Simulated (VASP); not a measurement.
ZnSe (Stilleite), 2 atoms in the cell. The structure is cubic, space group F-43m (No. 216). The conventional cell has a = 5.742 Å, b = 5.742 Å, c = 5.742 Å, α = 90.00°, β = 90.00°, γ = 90.00°. Zn (site symmetry -43m) is surrounded by 4 Se at 2.49 Å. Around Se (site symmetry -43m) lie 4 Zn at 2.49 Å. 

```yaml
Program: VASP 6.6.1
Task: relaxation of cell and atoms
Functional: PBE
Potentials_or_basis: VASP PAW PBE potentials, release 64 (Zn, Se)
Cutoff: 600 eV
k_mesh: 8 × 8 × 8
Occupations: gaussian, width 0.03 eV
Spin: no spin polarisation
Further_INCAR_settings: ALGO = Normal; EDIFF = 1e-07; IBRION = 2; EDIFFG = -0.005; NSW = 90; ISIF = 3
```

Potentials or basis: VASP PAW PBE potentials, release 64 (Zn, Se).

The run is started by

```bash
$ cat potpaw_PBE.64/Zn/POTCAR potpaw_PBE.64/Se/POTCAR > POTCAR
$ mpirun -np 1 vasp_std > vasp.out
```

Hardware: 1 thread of Intel(R) Xeon(R) 6975P-C (Granite Rapids) (shared host).

Problem. How long does it take, and how much memory?

Solution. It took 11 s on 1 thread of Intel(R) Xeon(R) 6975P-C (Granite Rapids), with other jobs on the host, peak memory 0.19 GiB. Counts: scf iterations 19, k points 29, ion steps 2.
